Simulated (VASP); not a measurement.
# Mg2Si (Fm-3m) in VASP: notebook

Aim: see how the results for Mg2Si move with the level of theory and the settings. Levels: PBE, HSE06, r2SCAN. Tasks: relaxation of cell and atoms, electrostatic potential.

All numbers are computed with VASP 6.6.1; they aren't measurements. Logs are shortened: lines on timing, memory, paths and dates and some standing lists are left out, and cuts for length are marked.

**1. The crystal as given**

It takes space group Fm-3m (No. 225, cubic). The conventional cell has a = 6.330 Å, b = 6.330 Å, c = 6.330 Å, α = 90.00°, β = 90.00°, γ = 90.00°. Around Si (site symmetry m-3m) lie 8 Mg at 2.74 Å. Around Mg (site symmetry -43m) lie 4 Si at 2.74 Å.

The cell was built by a generator and needn't be a form met in nature.

**2. Relaxation of cell and atoms, PBE**

File INCAR:

```
ALGO = Fast
EDIFF = 1E-6
EDIFFG = -0.005
ENCUT = 600
GGA = PE
IBRION = 2
ISIF = 3
ISMEAR = 0
KPAR = 4
LASPH = True
LCHARG = False
LREAL = False
LWAVE = False
NELM = 120
NSW = 40
PREC = Accurate
SIGMA = 0.02
```

File KPOINTS:

```
k-points
0
Gamma
  8 8 8
```

File POSCAR:

```
Mg2Si
1.0
    0.0000000000      3.1650000000      3.1650000000
    3.1650000000      0.0000000000      3.1650000000
    3.1650000000      3.1650000000      0.0000000000
Si Mg
1 2
Direct
    0.0000000000      0.0000000000      0.0000000000
    0.2500000000      0.2500000000      0.2500000000
    0.7500000000      0.7500000000      0.7500000000
```

Potentials or basis: VASP PAW PBE potentials, release 64 (Si, Mg).

The run is started by

```console
$ cat potpaw_PBE.64/Si/POTCAR potpaw_PBE.64/Mg/POTCAR > POTCAR
$ mpirun -np 4 vasp_std > vasp.out
```

OUTCAR:

```text
EDIFF = 1E-6
   EDIFFG = -0.005
   ENCUT = 600
   GGA = PE
   IBRION = 2
   ISIF = 3
   ISMEAR = 0
   LASPH = True
   LREAL = False
   NELM = 120
   NSW = 40
   PREC = Accurate

 ion  position               nearest neighbor table
   1  0.000  0.000  0.000-   3 2.74   3 2.74   3 2.74   2 2.74   3 2.74   2 2.74   2 2.74   2 2.74

   2  0.250  0.250  0.250-   1 2.74   1 2.74   1 2.74   1 2.74   3 3.17   3 3.17   3 3.17   3 3.17
                             3 3.17   3 3.17
   3  0.750  0.750  0.750-   1 2.74   1 2.74   1 2.74   1 2.74   2 3.17   2 3.17   2 3.17   2 3.17
                             2 3.17   2 3.17

  LATTYP: Found a face centered cubic cell.
 ALAT       =     6.3300000000

  Lattice vectors:

 A1 = (   0.0000000000,   3.1650000000,   3.1650000000)
 A2 = (   3.1650000000,   0.0000000000,   3.1650000000)
 A3 = (   3.1650000000,   3.1650000000,   0.0000000000)

Analysis of symmetry for initial positions (statically):
=====================================================================
 Subroutine PRICEL returns:
 Original cell was already a primitive cell.

 Routine SETGRP: Setting up the symmetry group for a
 face centered cubic supercell.

 Subroutine GETGRP returns: Found 48 space group operations
 (whereof 48 operations were pure point group operations)
 out of a pool of 48 trial point group operations.

The static configuration has the point symmetry O_h .

Analysis of symmetry for dynamics (positions and initial velocities):
=====================================================================
 Subroutine PRICEL returns:
 Original cell was already a primitive cell.

 Routine SETGRP: Setting up the symmetry group for a
 face centered cubic supercell.

 Subroutine GETGRP returns: Found 48 space group operations
 (whereof 48 operations were pure point group operations)
 out of a pool of 48 trial point group operations.

The dynamic configuration has the point symmetry O_h .

 Subroutine INISYM returns: Found 48 space group operations
 (whereof 48 operations are pure point group operations),
 and found     1 'primitive' translations

----------------------------------------------------------------------------------------

                                     Primitive cell

  volume of cell :      63.4090

  direct lattice vectors                    reciprocal lattice vectors
     0.000000000  3.165000000  3.165000000    -0.157977883  0.157977883  0.157977883
     3.165000000  0.000000000  3.165000000     0.157977883 -0.157977883  0.157977883
     3.165000000  3.165000000  0.000000000     0.157977883  0.157977883 -0.157977883

  length of vectors
     4.475985925  4.475985925  4.475985925     0.273625720  0.273625720  0.273625720

  position of ions in fractional coordinates (direct lattice)
     0.000000000  0.000000000  0.000000000
     0.250000000  0.250000000  0.250000000
     0.750000000  0.750000000  0.750000000

  ion indices of the primitive-cell ions
   primitive index   ion index
                 1           1
                 2           2
                 3           3

----------------------------------------------------------------------------------------

 KPOINTS: k-points

Automatic generation of k-mesh.
 Grid dimensions read from file:
 generate k-points for:    8    8    8

 Generating k-lattice:

  Cartesian coordinates                     Fractional coordinates (reciprocal lattice)
    -0.019747235  0.019747235  0.019747235     0.125000000  0.000000000  0.000000000
     0.019747235 -0.019747235  0.019747235     0.000000000  0.125000000  0.000000000
     0.019747235  0.019747235 -0.019747235     0.000000000  0.000000000  0.125000000

  Length of vectors
     0.034203215  0.034203215  0.034203215

  Shift w.r.t. Gamma in fractional coordinates (k-lattice)
     0.000000000  0.000000000  0.000000000

 Subroutine IBZKPT returns following result:
 ===========================================

 Found     29 irreducible k-points:

 Following reciprocal coordinates:
            Coordinates               Weight
  0.000000  0.000000  0.000000      1.000000
  0.125000  0.000000  0.000000      8.000000
  0.250000  0.000000  0.000000      8.000000
  0.375000  0.000000  0.000000      8.000000
  0.500000  0.000000  0.000000      4.000000
  0.125000  0.125000  0.000000      6.000000
[... 16 lines left out ...]
  0.500000  0.250000  0.125000     48.000000
 -0.375000  0.250000  0.125000     24.000000
 [... further k-points ...]
   k-points           NKPTS =     29   k-points in BZ     NKDIM =     29   number of bands    NBANDS=      8
   number of dos      NEDOS =    301   number of ions     NIONS =      3
   total plane-waves  NPLWV =  46656
   dimension x,y,z NGX =    36 NGY =   36 NGZ =   36
   dimension x,y,z NGXF=    72 NGYF=   72 NGZF=   72
   ions per type =               1   2
   NGX,Y,Z   is equivalent  to a cutoff of  13.37, 13.37, 13.37 a.u.
   NGXF,Y,Z  is equivalent  to a cutoff of  26.74, 26.74, 26.74 a.u.
 SYSTEM =  unknown system
   PREC   = accura    normal or accurate (medium, high low for compatibility)
   ISTART =      0    job   : 0-new  1-cont  2-samecut
   ICHARG =      2    charge: 1-file 2-atom 10-const
   ISPIN  =      1    spin polarized calculation?
   LNONCOLLINEAR =      F non collinear calculations
   LSORBIT =      F    spin-orbit coupling
   LASPH  =      T    aspherical Exc in radial PAW
   ENCUT  =  600.0 eV  44.10 Ry    6.64 a.u.   8.94  8.94  8.94*2*pi/ulx,y,z
   NELM   =    120;   NELMIN=  2; NELMDL= -5     # of ELM steps
   EDIFF  = 0.1E-05   stopping-criterion for ELM
   LREAL  =      F    real-space projection
   EDIFFG = -.5E-02   stopping-criterion for IOM
   NSW    =     40    number of steps for IOM
   IBRION =      2    ionic relax: 0-MD 1-quasi-New 2-CG
   NFREE  =      1    steps in history (QN), initial steepest desc. (CG)
   ISIF   =      3    stress and relaxation
   ISYM   =      2    0-nonsym 1-usesym 2-fastsym
   POTIM  = 0.5000    time-step for ionic-motion
   TEBEG  =    0.0;   TEEND  =   0.0 temperature during run
   PSTRESS=    0.0 pullay stress
   NELECT =       8.0000    total number of electrons
   NUPDOWN=      -1.0000    fix difference up-down
   EMIN   =  10.00;   EMAX   =-10.00  energy-range for DOS
   EFERMI =   0.00;   METHOD = LEGACY
   ISMEAR =     0;   SIGMA  =   0.02  broadening in eV -4-tet -1-fermi 0-gaus
   EFERMI_NEDOS =   21; number of points for ismear=-14 and -15
   IALGO  =     68    algorithm
   IMIX   =      4    mixing-type and parameters
     AMIX     =   0.40;   BMIX     =  1.00
     AMIX_MAG =   1.60;   BMIX_MAG =  1.00
  volume/ion in A,a.u.               =      21.14       142.64
  Fermi-wavevector in a.u.,A,eV,Ry     =   0.821084  1.551624  9.172769  0.674180
  Thomas-Fermi vector in A             =   1.932181
   LORBIT       =      0    0 simple, 1 ext, 2 COOP (PROOUT), +10 PAW based schemes
   GGA     = PE    functional components
   LHFCALC =     F    Hartree Fock is set to
   AEXX    =    0.0000 exact exchange contribution
   IVDW    =     0    specifies the selected vdW correction
   LEPSILON=     F    determine dielectric tensor
   LRPA    =     F    only Hartree local field effects (RPA)
 conjugate gradient relaxation of ions
 non-spin polarized calculation
 RMM-DIIS sequential band-by-band and
 Gauss-broadening in eV      SIGMA  =   0.02
  energy-cutoff  :      600.00
  volume of cell :       63.41
 maximum number of plane-waves:      2148
   NGX = 17   NGY = 17   NGZ = 17

--------------------------------------- Ionic step        1  -------------------------------------------

 number of electron       8.0000000 magnetization

 Free energy of the ion-electron system (eV)
  ---------------------------------------------------
  ext. energy  EPLUGINS =         0.00000000
  ---------------------------------------------------
  free energy    TOTEN  =        -8.91201567 eV

  energy without entropy =       -8.91201567  energy(sigma->0) =       -8.91201567

------------------------ aborting loop because EDIFF is reached ----------------------------------------

  FORCE on cell =-STRESS in cart. coord.  units (eV):
  Direction    XX          YY          ZZ          XY          YZ          ZX
  --------------------------------------------------------------------------------------
  -------------------------------------------------------------------------------------
  Total        0.3191836      0.3191836      0.3191836     -0.0000000      0.0000000     -0.0000000
  in kB        8.0649183      8.0649183      8.0649183     -0.0000000      0.0000000     -0.0000000
  external PRESSURE =       8.0649183 kB  Pullay stress =       0.0000000 kB
[... 59 lines left out ...]
  energy  without entropy=       -8.9141535795  energy(sigma->0) =       -8.91415358

--------------------------------------- Ionic step        3  -------------------------------------------

 number of electron       8.0000000 magnetization

 Free energy of the ion-electron system (eV)
  ---------------------------------------------------
  ext. energy  EPLUGINS =         0.00000000
  ---------------------------------------------------
  free energy    TOTEN  =        -8.91417526 eV

  energy without entropy =       -8.91417526  energy(sigma->0) =       -8.91417526

 E-fermi :   3.6714     XC(G=0):  -8.7749

 val. band max:        3.5717106286   @ k =   0.0000   0.0000   0.0000
 cond. band min:       3.7837138326   @ k =   0.5000   0.5000   0.0000
 fundamental gap:      0.2120032039
 Fermi energy:         3.6713806683

 k-point     1 :       0.0000    0.0000    0.0000
  band No.  band energies     occupation
      1      -5.5217      2.00000
      2       3.5717      2.00000
      3       3.5717      2.00000
      4       3.5717      2.00000
      5       5.4245      0.00000
      6       6.1346      0.00000
      7       6.1346      0.00000
      8       6.1346      0.00000
[... 243 lines left out ...]
 k-point    24 :      -0.3750    0.2500    0.1250
  band No.  band energies     occupation
      1      -3.8448      2.00000
      2      -0.7865      2.00000
      3       1.0909      2.00000
      4       2.1087      2.00000
      5       5.7265      0.00000
      6       5.9617      0.00000
      7       8.0678      0.00000
      8       8.6182      0.00000

 [... further k-points ...]

------------------------ aborting loop because EDIFF is reached ----------------------------------------

  FORCE on cell =-STRESS in cart. coord.  units (eV):
  Direction    XX          YY          ZZ          XY          YZ          ZX
  --------------------------------------------------------------------------------------
  -------------------------------------------------------------------------------------
  Total        0.0018291      0.0018291      0.0018291      0.0000000      0.0000000     -0.0000000
  in kB        0.0455786      0.0455786      0.0455786      0.0000000      0.0000000     -0.0000000
  external PRESSURE =       0.0455786 kB  Pullay stress =       0.0000000 kB
[... 18 lines left out ...]
  FREE ENERGIE OF THE ION-ELECTRON SYSTEM (eV)
  ---------------------------------------------------
  free  energy   TOTEN  =        -8.9141752590 eV

  energy  without entropy=       -8.9141752590  energy(sigma->0) =       -8.91417526

 reached required accuracy - stopping structural energy minimisation
```

It took 11 s on 4 MPI ranks of Intel Xeon 6975P-C (Granite Rapids), shared host; peak memory 0.21 GiB.

Results:

| Quantity | Value |
| --- | --- |
| Free energy | -8.9142 eV |
| Relaxed volume | 21.43 Å³/atom |
| Relaxed cell | a = 4.497 Å, b = 4.497 Å, c = 4.497 Å, α = 60.00°, β = 60.00°, γ = 60.00° |
| Space group after relaxing (to 0.05 Å) | Fm-3m (No. 225) |
| Energy gained by relaxing | 0.7 meV/atom |
| Ionic steps | 3 |
| Pressure after relaxing | 0.0 GPa |
| Band gap on the k mesh | 0.21 eV, indirect (least direct gap 1.85 eV) |

Step by step:
| step | energy change (eV) | largest force (eV/Å) | pressure (GPa) | volume (Å³) |
| --- | --- | --- | --- | --- |
| 1 | 0.0000 | 0.0000 | 0.81 | 63.41 |
| 2 | -0.0021 | 0.0000 | -0.08 | 64.39 |
| 3 | -0.0022 | 0.0000 | 0.00 | 64.30 |

Final structure:
```yaml
crystal:
  lattice:
    - [0.00000, 3.17969, 3.17969]
    - [3.17969, 0.00000, 3.17969]
    - [3.17969, 3.17969, 0.00000]
  atoms:
    - { symbol: Si, position: [0.00000, 0.00000, 0.00000] }
    - { symbol: Mg, position: [0.25000, 0.25000, 0.25000] }
    - { symbol: Mg, position: [0.75000, 0.75000, 0.75000] }
```

Levels at points of the mesh, in eV from the valence-band top:
| k point | band 1 | band 2 | band 3 | band 4 | band 5 | band 6 | band 7 | band 8 |
| --- | --- | --- | --- | --- | --- | --- | --- | --- |
| (0.00, 0.00, 0.00) | -9.09 | 0.00 | 0.00 | 0.00 | 1.85 | 2.56 | 2.56 | 2.56 |
| (0.50, 0.00, 0.00) | -7.68 | -4.74 | -0.70 | -0.70 | 1.25 | 2.55 | 2.55 | 5.00 |
| (0.50, 0.50, 0.00) | -7.12 | -4.42 | -1.94 | -1.94 | 0.21 | 0.41 | 7.91 | 7.91 |

A k mesh can miss the band edges. PBE gaps usually lie below the measured ones, often by a third to a half.

**3. Electrostatic potential, PBE**

This run uses another cell than the first one, of 21.43 Å³/atom, 1.014 times its volume.

File INCAR:

```
SYSTEM = Mg2Si
  PREC = Accurate
  ENCUT = 520
  EDIFF = 1E-6
  ISMEAR = 0
  SIGMA = 0.02
  LREAL = .False.
  LASPH = .True.
  NELM = 60
  ALGO = Fast
  ISIF = 2
  LWAVE = .False.
  LCHARG = .True.
  GGA = PE
  LVHAR = .True.
  KPAR = 4
```

File KPOINTS:

```
regular mesh
0
Gamma
  8 8 8
  0 0 0
```

File POSCAR:

```
Mg2Si                                   
1.0
    0.0000000000      3.1796925105      3.1796925105
    3.1796925105      0.0000000000      3.1796925105
    3.1796925105      3.1796925105     -0.0000000000
  Si              Mg            
     1     2
Direct
     0.0000000000000000    0.0000000000000000    0.0000000000000000
     0.2500000000000000    0.2500000000000000    0.2500000000000000
     0.7500000000000000    0.7500000000000000    0.7500000000000000
```

Potentials or basis: VASP PAW PBE potentials, release 64 (Si, Mg).

The run is started by

```console
$ cat potpaw_PBE.64/Si/POTCAR potpaw_PBE.64/Mg/POTCAR > POTCAR
$ mpirun -np 4 vasp_std > vasp.out
```

OUTCAR:

```text
SYSTEM = Mg2Si
   PREC = Accurate
   ENCUT = 520
   EDIFF = 1E-6
   ISMEAR = 0
   LREAL = .False.
   LASPH = .True.
   NELM = 60
   ISIF = 2
   GGA = PE

 ion  position               nearest neighbor table
   1  0.000  0.000  0.000-   3 2.75   3 2.75   3 2.75   2 2.75   2 2.75   2 2.75   3 2.75   2 2.75

   2  0.250  0.250  0.250-   1 2.75   1 2.75   1 2.75   1 2.75   3 3.18   3 3.18   3 3.18   3 3.18
                             3 3.18   3 3.18
   3  0.750  0.750  0.750-   1 2.75   1 2.75   1 2.75   1 2.75   2 3.18   2 3.18   2 3.18   2 3.18
                             2 3.18   2 3.18

  LATTYP: Found a face centered cubic cell.
 ALAT       =     6.3593850210

  Lattice vectors:

 A1 = (   0.0000000000,   3.1796925105,   3.1796925105)
 A2 = (   3.1796925105,   0.0000000000,   3.1796925105)
 A3 = (   3.1796925105,   3.1796925105,   0.0000000000)

Analysis of symmetry for initial positions (statically):
=====================================================================
 Subroutine PRICEL returns:
 Original cell was already a primitive cell.

 Routine SETGRP: Setting up the symmetry group for a
 face centered cubic supercell.

[... 179 lines left out ...]
  band No.  band energies     occupation
      1      -5.5225      2.00000
      2       3.5707      2.00000
      3       3.5707      2.00000
      4       3.5707      2.00000
      5       5.4237      0.00000
      6       6.1346      0.00000
      7       6.1346      0.00000
      8       6.1346      0.00000
[... 243 lines left out ...]
 k-point    24 :      -0.3750    0.2500    0.1250
  band No.  band energies     occupation
      1      -3.8460      2.00000
      2      -0.7867      2.00000
      3       1.0904      2.00000
      4       2.1081      2.00000
      5       5.7264      0.00000
      6       5.9615      0.00000
      7       8.0675      0.00000
      8       8.6179      0.00000

 [... further k-points ...]

------------------------ aborting loop because EDIFF is reached ----------------------------------------

  FORCE on cell =-STRESS in cart. coord.  units (eV):
  Direction    XX          YY          ZZ          XY          YZ          ZX
  --------------------------------------------------------------------------------------
  -------------------------------------------------------------------------------------
  Total        0.0090005      0.0090005      0.0090005     -0.0000000     -0.0000000      0.0000000
  in kB        0.2242809      0.2242809      0.2242809     -0.0000000     -0.0000000      0.0000000
  external PRESSURE =       0.2242809 kB  Pullay stress =       0.0000000 kB

 VOLUME and BASIS-vectors are now :
 -----------------------------------------------------------------------------
  energy-cutoff  :      520.00
  volume of cell :       64.30
      direct lattice vectors                 reciprocal lattice vectors
     0.000000000  3.179692510  3.179692510    -0.157247909  0.157247909  0.157247909
     3.179692510  0.000000000  3.179692510     0.157247909 -0.157247909  0.157247909
     3.179692510  3.179692510  0.000000000     0.157247909  0.157247909 -0.157247909

 POSITION                                       TOTAL-FORCE (eV/Angst)
 -----------------------------------------------------------------------------------
      0.00000      0.00000      0.00000        -0.000000     -0.000000     -0.000000
      1.58985      1.58985      1.58985         0.000000     -0.000000      0.000000
      4.76954      4.76954      4.76954        -0.000000      0.000000     -0.000000
 -----------------------------------------------------------------------------------
    total drift:                               -0.000000     -0.000000     -0.000000

  FREE ENERGIE OF THE ION-ELECTRON SYSTEM (eV)
  ---------------------------------------------------
  free  energy   TOTEN  =        -8.9140360504 eV

  energy  without entropy=       -8.9140360504  energy(sigma->0) =       -8.91403605
```

stdout:

```text
POSCAR found type information on POSCAR SiMg
 POSCAR found :  2 types and       3 ions
 scaLAPACK will be used
 LDA part: xc-table for (Slater+PW92), standard interpolation
 POSCAR, INCAR and KPOINTS ok, starting setup
 FFT: planning ... GRIDC
 FFT: planning ... GRID_SOFT
 FFT: planning ... GRID
 WAVECAR not read
 entering main loop
```

It took 6.2 s on 4 MPI ranks of Intel Xeon 6975P-C (Granite Rapids), shared host; peak memory 0.2 GiB.

What came out:

| Item | Value |
| --- | --- |
| Free energy | -8.9140 eV |
| Pressure | 0.0 GPa |
| Band gap on the k mesh | 0.21 eV, indirect (least direct gap 1.85 eV) |

Levels at points of the mesh, in eV from the valence-band top:
```
           k point  band 1  band 2  band 3  band 4  band 5  band 6  band 7  band 8
(0.00, 0.00, 0.00)   -9.09    0.00    0.00    0.00    1.85    2.56    2.56    2.56
(0.50, 0.00, 0.00)   -7.68   -4.74   -0.70   -0.70    1.25    2.55    2.55    5.00
(0.50, 0.50, 0.00)   -7.12   -4.42   -1.94   -1.94    0.21    0.41    7.91    7.91
```

A k mesh can miss the band edges. As with any semilocal functional, this PBE gap is likely too small.

**4. Electrostatic potential, PBE, non-collinear spin, zero start, spin-orbit coupling**

This run uses another cell than the first one, of 21.43 Å³/atom, 1.014 times its volume.

Edit INCAR of step 3 so:

```diff
@@ -13,2 +13,6 @@
   LCHARG = .True.
+  MAGMOM = 0 0 0 0 0 0 0 0 0
+  LORBIT = 11
+  LSORBIT = .True.
+  GGA_COMPAT = .False.
   GGA = PE
```

KPOINTS is that of step 3.

POSCAR is that of step 3.

The run is started by

```console
$ cat potpaw_PBE.64/Si/POTCAR potpaw_PBE.64/Mg/POTCAR > POTCAR
$ mpirun -np 4 vasp_ncl > vasp.out
```

Wall time 30 s (4 MPI ranks of Intel Xeon 6975P-C (Granite Rapids), shared host); peak memory 0.4 GiB.

Results (log left out):

```
Free energy                                           : -8.9142 eV
Pressure                                              : 0.0 GPa
Net moment                                            : 0.00 μB per cell
Valence electrons inside the program's atomic spheres : Si 1.70; Mg 0.34
```

Moments on the atoms (μB; x, y, z):
```
Si  0.00 0.00 0.00
Mg  0.00 0.00 0.00
Mg  0.00 0.00 0.00
```

(Continued in part 2 of 2.)
